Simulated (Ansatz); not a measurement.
Crystal: AlPt.

```xyz
2
Lattice="3.0915 0.0000 0.0000 0.0000 3.0915 0.0000 0.0000 0.0000 3.0915" Properties=species:S:1:pos:R:3 pbc="T T T"
Pt    1.5458    1.5458    1.5458
Al    0.0000    0.0000    0.0000
```

Measurements of this composition are mostly on another form, of space group No. 198.

Base run:

```yaml
Program: Ansatz 0.2.0
Functional: LDA
Potentials_or_basis: all-electron LAPW, scalar-relativistic
Cutoff: 230 eV
Density_cutoff: 918 eV
Basis_error_allowed: 0.001 eV/atom
k_mesh: 9 × 9 × 9
Occupations: fermi-dirac, width 0.05 eV
Spin: no spin polarisation
```

Its results: pressure -9.8 GPa.

After a change of settings the same cell gave: pressure 6.9 GPa. Which change was it?
A. functional from LDA to PBEsol; k mesh from 9 × 9 × 9 to 7 × 7 × 7
B. functional from LDA to PBEsol; potentials or basis from all-electron LAPW, scalar-relativistic to all-electron LAPW, inner shells corrected to Dirac's equation
C. functional from LDA to BLYP
D. functional from LDA to PBEsol

C.

BLYP binds less tightly than LDA, so the same cell stands under more pressure.

Not every run made on this cell is shown here.
